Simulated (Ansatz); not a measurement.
Runs of Ansatz 0.2.0 on Ge. It takes space group P4_32_12 (No. 96, tetragonal). The conventional cell has a = 5.930 Å, b = 5.930 Å, c = 6.980 Å, α = 90.00°, β = 90.00°, γ = 90.00°. Around Ge (site symmetry 1) lie 4 Ge at 2.44 to 2.55 Å. Around Ge (site symmetry 2) lie 4 Ge at 2.44 to 2.55 Å. This isn't the form of Ge at room conditions, which is diamond.

| level | gap on the mesh (eV) | pressure (GPa) | relaxed volume (Å³/atom) | largest force (eV/Å) |
| --- | --- | --- | --- | --- |
| PBEsol+D3(BJ) | (b) | 0.0 | 19.57 | 0.01 |
| PBEsol+D4 | (c) | 0.0 | 19.86 | 0.01 |
| PBEsol+D3(BJ)-ATM | 0.55 | 0.0 | 19.65 | 0.01 |
| PBEsol | (a) | 0.0 | 20.38 | - |

Alike in all rows: task relaxation of cell and atoms; potentials or basis Ansatz PAW; no spin polarisation; cell relaxed; k mesh 5 × 5 × 4; cutoff (eV) 420; smearing fermi-dirac 0.05 eV.

Fill in the values left out.

(a) 0.61; (b) 0.54; (c) 0.57.

Caveats: odd divisions of the mesh miss points on the zone boundary, where band edges often lie, so the gap on the mesh can be too wide; the plane-wave basis is chosen anew once the cell has moved, so the energies of steps on either side of that aren't comparable; the PAW data sets come from PBE, with cores solved anew for the run's functional, which leaves a small shift of forces and pressure.

A k mesh can miss the band edges, and the runs leave out spin-orbit coupling on Ge.
